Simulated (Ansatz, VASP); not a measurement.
**Te: VASP beside Ansatz**

```
CELL_PARAMETERS angstrom
4.44309 0.00000 0.00000
-2.22154 3.84783 0.00000
0.00000 0.00000 5.90518
ATOMIC_POSITIONS crystal
Te 0.74500 0.00000 0.33333
Te 0.00000 0.74500 0.66667
Te 0.25500 0.25500 0.00000
```

Change from the starting cell: volume scaled by 0.99, crystal datasets.

Alike in both runs: task electric field gradients; functional LDA; k mesh 9 × 9 × 6; occupations fermi-dirac, width 0.08 eV; no spin polarisation.

|  | VASP | Ansatz |
| --- | --- | --- |
| version | VASP 6.6.1 | Ansatz 0.2.0 |
| potentials or method | VASP PAW LDA potentials, release 64 (Te), cutoff 520 eV | all-electron PAW with datasets made for the crystal, scalar-relativistic |

```tsv
	VASP	Ansatz	Ansatz less VASP
pressure (GPa)	0.4	0.2	-0.15
largest component of the traceless stress (GPa)	0.67	0.57	-0.098
rms of the force components (eV/Å)	0.343	0.317	-0.0253
Vzz of the field gradient on the site that differs most (V/Å²)	-553.2	-579.6	-26.34
```

Atom by atom the forces differ by 0.025 eV/Å (rms over components). Ansatz ran all-electron here, so the differences hold the error of VASP's frozen core and of both bases. Ansatz warned: «gradients_without_spin_orbit».

Spin-orbit coupling is left out, which matters for the levels of Te.
